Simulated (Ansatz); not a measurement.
## AgCl: how strain makes field gradients

```
CELL_PARAMETERS angstrom
3.43397 0.00000 0.00000
0.00000 3.43397 0.00000
0.00000 0.00000 3.43397
ATOMIC_POSITIONS crystal
Ag 0.00000 0.00000 0.00000
Cl 0.50000 0.50000 0.50000
```

Atom numbers follow the list: Ag1, Cl2.

The conventional cell has a = 3.434 Å, b = 3.434 Å, c = 3.434 Å, α = 90.00°, β = 90.00°, γ = 90.00°. Around Ag (atom 1) lie 8 Cl at 2.97 Å. Cl (atom 2) is surrounded by 8 Ag at 2.97 Å.

Structure from Materials Project entry mp-726265 (possibly hypothetical), not relaxed further.

Computed with DFT, PBE, all-electron PAW with datasets made for the crystal, scalar-relativistic in Ansatz 0.2.0.

Numerical set-up: a Γ-centred 9×9×9 k mesh, Fermi–Dirac smearing of 0.01 eV, cutoff 260 eV (chosen by the program for this cell), no spin polarisation.

The strain is applied along the Cartesian axes of the cell as listed (the other components stay zero). Fractional coordinates are held (clamped ions).

The columns are Cartesian components of the electric field gradient at the nuclei, in 10²¹ V/m².

No spin–orbit coupling: at heavy atoms the gradients can be off by tens of per cent for that reason.

Only quantities that a quadratic follows smoothly over the whole series are listed; rougher ones are left out.

```tsv
εzz	Vzz at Ag1	Vzz at Cl2
-0.0300	0.39	-1.47
-0.0100	0.13	-0.47
0.0000	0.00	0.00
0.0100	-0.13	0.46
0.0200	-0.25	0.91
0.0300	-0.37	1.35
```

Fit the series and give the gradient–strain slopes.

Least-squares fits y = p0 + p1 x + p2 x² to the rows give Vzz at Ag1: p1 = -12.7, p2 = 12; Vzz at Cl2: p1 = 46.9, p2 = -68. The slopes p1 are in 10²¹ V/m² per unit strain, for clamped ions.

One run, at εzz = -0.0200, is withheld. Predict its row.

The fits give 0.26, -0.97; the run gave 0.26, -0.96.
